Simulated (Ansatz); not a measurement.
# Fe: the cost of one run

Computed with Ansatz 0.2.0 (DFT PBE, scalar-relativistic, plane waves, PAW, unless a step's input says otherwise).

2 further runs of the same task are left out: 1 that didn't finish, 1 set aside as unsound or not needed.

### Step 1. The structure to begin with

Symmetry: P6_3/mmc, No. 194, hexagonal system. The conventional cell has a = 2.494 Å, b = 2.494 Å, c = 4.033 Å, α = 90.00°, β = 90.00°, γ = 120.00°. Co (site symmetry -6m2) is surrounded by 12 Co at 2.48 to 2.49 Å.

Structure file:

```xyz
2
Lattice="2.4936 0.0000 0.0000 -1.2468 2.1595 0.0000 0.0000 0.0000 4.0332" Properties=species:S:1:pos:R:3 pbc="T T T"
Co    1.2468    0.7198    1.0083
Co    0.0000    1.4397    3.0249
```

It goes back to an entry of the Materials Project, which need not be the stable form.

This cell was relaxed beforehand with the same method: volume 10.86 Å³/atom, gap on the mesh none (metal), site moments up to 1.7 μB.

(A quick probe on a coarse mesh, which set the mesh and smearing, is not shown.)

### Step 3. Full relaxation (Fe, the other end member)

Contents of input.yaml:

```yaml
crystal:
  lattice:
    - [2.5725408342, 0.0, 0.0]
    - [-1.2862704171, 2.2278857147, 0.0]
    - [0.0, 0.0, 4.1609315669]
  atoms:
    - { symbol: Fe, position: [0.6666666667, 0.3333333333, 0.2500035161], spin: 2.79 }
    - { symbol: Fe, position: [0.3333333333, 0.6666666667, 0.7499964839], spin: 2.79 }
basis:
  ecutwfc: 420
kpoints:
  mp_grid: { grid: [18, 18, 10] }
hamiltonian:
  xc: pbe
scf:
  occupations: { method: gaussian, width: 0.1 }
output:
  forces: true
  stress: true
  eigenvalues: true
  populations: true
magnetization:
  spin_polarized: true
relax:
  adjacent_minimum: "off"
  f_tol: 0.01
  max_steps: 60
  cell: { stress_tol: 0.1 }
```

The run is started by

```sh
> ansatz run input.yaml --threads 1 --pin off --max-ram 2560MiB --backend cpu --events-out ev --progress --plain --runs-dir out
```

**Question.** How long does this run take on 1 thread of Intel Xeon Platinum 8488C (Sapphire Rapids), shared host, and how much memory does it need?

About 2.2 min, with a peak of 0.53 GiB.
